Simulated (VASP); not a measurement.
**VASP 6.6.1 run: LiH**

INCAR

```
PSTRESS = 100
ENCUT = 600
EDIFF = 1E-7
ISMEAR = -1
ISIF = 3
LWAVE = .FALSE.
LREAL = .FALSE.
GGA = CA
NBANDS = 9
PREC = Accurate
NELM = 120
LASPH = .TRUE.
IBRION = 2
EDIFFG = -5E-3
NSW = 40
SIGMA = 0.02
LCHARG = .FALSE.
```

KPOINTS

```
KPOINTS created by Atomic Simulation Environment
0
Gamma
10 10 10
0 0 0
```

POSCAR

```
Li H
 1.0000000000000000
     2.5060075266916240   -0.0000000000000000   -0.0000000000000000
     0.0000000000000000    2.5060075266916240    0.0000000000000000
    -0.0000000000000000    0.0000000000000000    2.5060075266916240
 Li  H
   1   1
Cartesian
  0.0000000000000000  0.0000000000000000  0.0000000000000000
  1.2530037633458120  1.2530037633458120  1.2530037633458120
```

The recommended LDA PAW datasets give the neutral cell 4 valence electrons.

Command

```
mpirun -np 1 vasp_std
```

OSZICAR

```
N       E                     dE             d eps       ncg     rms          rms(c)
DAV:   1    -0.181093557848E+01   -0.18109E+01   -0.16151E+03  1040   0.448E+02
DAV:   2    -0.623780122659E+01   -0.44269E+01   -0.43315E+01  1389   0.557E+01
DAV:   3    -0.629345677821E+01   -0.55656E-01   -0.55556E-01  1189   0.512E+00
DAV:   4    -0.629364878894E+01   -0.19201E-03   -0.19198E-03  1305   0.292E-01
DAV:   5    -0.629364948913E+01   -0.70019E-06   -0.70017E-06  1182   0.141E-02    0.275E+00
DAV:   6    -0.609279290379E+01    0.20086E+00   -0.18637E-01  1169   0.121E+00    0.134E+00
DAV:   7    -0.602425559399E+01    0.68537E-01   -0.21403E-01  1182   0.142E+00    0.201E-01
DAV:   8    -0.602477298070E+01   -0.51739E-03   -0.44298E-03  1186   0.493E-01    0.472E-02
DAV:   9    -0.602469396163E+01    0.79019E-04   -0.25197E-04  1324   0.489E-02    0.767E-03
DAV:  10    -0.602469405494E+01   -0.93307E-07   -0.48922E-06  1125   0.174E-02    0.301E-03
...
DAV:   6    -0.596386812234E+01   -0.13969E-06   -0.17816E-07  1241   0.210E-03    0.184E-03
DAV:   7    -0.596386809466E+01    0.27678E-07   -0.43137E-08   833   0.109E-03
   4 F= -.52116893E+01 E0= -.52116887E+01  d E =-.169278E+00
       N       E                     dE             d eps       ncg     rms          rms(c)
DAV:   1    -0.596863472916E+01   -0.47666E-02   -0.33260E-03  1010   0.388E-01    0.115E-01
DAV:   2    -0.596855961195E+01    0.75117E-04   -0.48402E-05  1161   0.566E-02    0.660E-02
DAV:   3    -0.596852381545E+01    0.35796E-04   -0.57229E-05  1418   0.343E-02    0.295E-03
DAV:   4    -0.596852378987E+01    0.25577E-07   -0.10778E-06  1146   0.988E-03    0.153E-03
DAV:   5    -0.596852378772E+01    0.21570E-08   -0.10466E-07  1201   0.274E-03
   5 F= -.52117818E+01 E0= -.52117812E+01  d E =-.169370E+00
```

From OUTCAR

```
k-points           NKPTS =     56   k-points in BZ     NKDIM =     56   number of bands    NBANDS=      9

   NELECT =       4.0000    total number of electrons

   dimension x,y,z NGX =    20 NGY =   20 NGZ =   20
   dimension x,y,z NGXF=    40 NGYF=   40 NGZF=   40

  energy-cutoff  :      600.00
  volume of cell :       12.12
      direct lattice vectors                 reciprocal lattice vectors
     2.297309300 -0.000000000 -0.000000000     0.435291843  0.000000000 -0.000000000
    -0.000000000  2.297309300 -0.000000000     0.000000000  0.435291843 -0.000000000
     0.000000000  0.000000000  2.297309300     0.000000000  0.000000000  0.435291843

 k-points in reciprocal lattice and weights: KPOINTS created by Atomic Simulation Env
   0.00000000  0.00000000  0.00000000       0.001
   0.10000000  0.00000000  0.00000000       0.006
   0.20000000  0.00000000  0.00000000       0.006
   0.30000000  0.00000000  0.00000000       0.006
   0.40000000  0.00000000  0.00000000       0.006
   0.50000000  0.00000000  0.00000000       0.003
   0.10000000  0.10000000  0.00000000       0.012
   0.20000000  0.10000000  0.00000000       0.024
   ...

 E-fermi :   6.0882

 k-point     1 :       0.0000    0.0000    0.0000
  band No.  band energies     occupation
      1     -42.1757      2.00000
      2      -4.9075      2.00000
      3      18.8211      0.00000
      4      18.8211      0.00000
      5      18.8211      0.00000
      6      21.5301      0.00000
      7      22.3898      0.00000
      8      22.3898      0.00000
      9      42.6775      0.00000

 k-point     2 :       0.1000    0.0000    0.0000
  band No.  band energies     occupation
      1     -42.1625      2.00000
      2      -4.7521      2.00000
      3      15.7579      0.00000
      4      19.0892      0.00000
      5      19.0892      0.00000
      6      21.3547      0.00000
      7      22.6728      0.00000
      8      25.9998      0.00000
      9      40.6970      0.00000

 k-point     3 :       0.2000    0.0000    0.0000
  band No.  band energies     occupation
      1     -42.1279      2.00000
      2      -4.3089      2.00000
      3      12.0908      0.00000
      4      19.8862      0.00000
      5      19.8862      0.00000
      6      20.7314      0.00000
      7      23.5209      0.00000
      8      31.4268      0.00000
      9      36.8421      0.00000

 k-point     4 :       0.3000    0.0000    0.0000
  band No.  band energies     occupation
      1     -42.0847      2.00000
      2      -3.6560      2.00000
      3       9.0956      0.00000
      4      19.9813      0.00000
      5      21.1792      0.00000
      6      21.1792      0.00000
      7      24.9291      0.00000
      8      33.0193      0.00000
      9      33.0193      0.00000

 k-point     5 :       0.4000    0.0000    0.0000
  band No.  band energies     occupation
      1     -42.0498      2.00000
      2      -2.9945      2.00000
      3       7.0284      0.00000
      4      19.3922      0.00000
      5      22.8282      0.00000
      6      22.8282      0.00000
      7      26.8716      0.00000
      8      29.7909      0.00000
      9      29.7909      0.00000

 ...

  Total        0.7556060      0.7556060      0.7556060     -0.0000000      0.0000000     -0.0000000
  in kB       99.8498788     99.8498788     99.8498788     -0.0000000      0.0000000     -0.0000000
  external PRESSURE =      -0.1501212 kB  Pullay stress =     100.0000000 kB

 POSITION                                       TOTAL-FORCE (eV/Angst)
 -----------------------------------------------------------------------------------
      0.00000      0.00000      0.00000         0.000000      0.000000      0.000000
      1.14865      1.14865      1.14865        -0.000000      0.000000     -0.000000
 -----------------------------------------------------------------------------------
    total drift:                                0.000000      0.000000      0.000000

  FREE ENERGIE OF THE ION-ELECTRON SYSTEM (eV)
  ---------------------------------------------------
  free  energy   TOTEN  =        -5.9685237877 eV

  energy  without entropy=       -5.9685226068  energy(sigma->0) =       -5.96852320
```

| ionic step | ΔH (meV/atom) | volume (Å³) | largest force (eV/Å) | pressure (GPa) | electronic steps |
| --- | --- | --- | --- | --- | --- |
| 1 | 0.0 | 15.74 | 0.000 | -2.68 | 11 |
| 2 | -47.9 | 14.36 | 0.000 | 0.59 | 8 |
| 3 | -81.6 | 12.72 | 0.000 | 6.81 | 8 |
| 4 | -84.6 | 12.05 | 0.000 | 10.42 | 7 |
| 5 | -84.7 | 12.12 | 0.000 | 9.98 | 5 |

It converged. Results: relaxed cell vector lengths 2.297, 2.297, 2.297 Å; relaxed cell volume 12.12 Å³.

 The volume moved far on the plane waves of the start cell, so a restart from CONTCAR is due.

For comparison, a separate LDA relaxation on usual settings, not on those above, ends at 14.57 Å³.

The run above took about 12 s on one core of a shared host (Intel Xeon Platinum 8488C) and held 0.12 GiB at most.
